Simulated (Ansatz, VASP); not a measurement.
K in VASP and in Ansatz

```xyz
1
Lattice="0.0000 3.3919 3.3919 3.3919 0.0000 3.3919 3.3919 3.3919 0.0000" Properties=species:S:1:pos:R:3 pbc="T T T"
K     0.0000    0.0000    0.0000
```

This isn't the form of K at room conditions, which is bcc.

Alike in both runs: task single point; functional PBE; k mesh 7 × 7 × 7; occupations fermi-dirac, width 0.05 eV; no spin polarisation.

|  | VASP | Ansatz |
| --- | --- | --- |
| version | VASP 6.6.1 | Ansatz 0.2.0 |
| potentials or method | VASP PAW PBE potentials, release 64 (K_sv) | Ansatz PAW |
| plane-wave cutoff (eV) | 520 | 420 |
| valence electrons in the cell | 9 | 9 |

```csv
,VASP,Ansatz,Ansatz less VASP
gap on the k mesh at the Fermi level (eV),none,none,-
pressure (GPa),-0.2,-0.2,+0.01
```

A gap of «none» marks a metal or a gap that the smearing closes. The functional is the same, so the differences come from potentials, cutoffs and numerics.
